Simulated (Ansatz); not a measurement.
# Cu/BN/Cu: predicting the conductance of a thicker barrier

**Method.** Ansatz 0.2.0, plane waves with PAW datasets, PBE. Interfaces are relaxed in a short slab (with D3(BJ) where the barrier is layered), set between ideal electrode layers that go on as semi-infinite leads, and the zero-bias conductance G at 300 K comes from T(E) on a typed mesh. The error is the largest of the program's estimates from energy step, mesh, the leads' potential steps and neutrality; its separate bound for narrow resonances between the energies solved isn't counted and can be far larger. The lower electrode is Cu (fcc 001), the upper Cu (fcc 001) and the barrier BN (zinc blende 001), on a net of side 2.567 Å; d is the distance between the electrodes' last planes.

The runs shown:

```
planes in the barrier  d (Å)  G (S/m²)  error (%)  lead step (meV)
                    7   8.49   3.32e12         12               10
                   11  12.11   6.79e10         12               10
                   13  13.92   1.10e10         14               10
                   15  15.74    1.54e9         14               10
                   19  19.36    4.04e7         14               10
                   23  22.98    1.19e6         22               10
```

Q: A further run has 25 planes, d = 24.79 Å. Fit G ∝ exp(−βd) to the rows shown and predict its conductance.

A: Take y = ln G: 28.83, 24.94, 23.12, 21.16, 17.52 and 13.99. The means are d = 15.43 Å and y = 21.59; Σ(Δd Δy) = −137.22 and Σ(Δd)² = 134.01, so the slope is −1.024 Å⁻¹ (β = 1.024 Å⁻¹). At d = 24.79 Å, y = 21.59 − 1.024 × 9.36 = 12.01, or G = 1.65e5 S/m².

Check: The run gave 1.94e5 S/m², with an error estimate of 21 % and a lead step of 10 meV. The prediction is 0.849 times that, too low by 15 %. That lies within the runs' own error estimates, carried through the fit.

Caveats: The interfaces are ideal, one cell wide, strained to a common net and relaxed from one registry with their symmetry kept. PBE's gaps are too small, so true decay constants are likely larger where the Fermi level lies deep in a gap. No spin-orbit coupling, phonons, disorder or image charges enter. The rows shown are chosen by tests on error estimates (under 100 to 120 %), lead steps (under 150 meV, though the program warns over 25), intact interfaces and, for fits, a steady trend in the rows shown; the data set holds 414 series of this kind, and not all pass.

[Logs are printed without paths, hosts, clocks, repeated set-up lines and the standing remarks that a program may print on its own settings, such as how far it seeks lower states.]
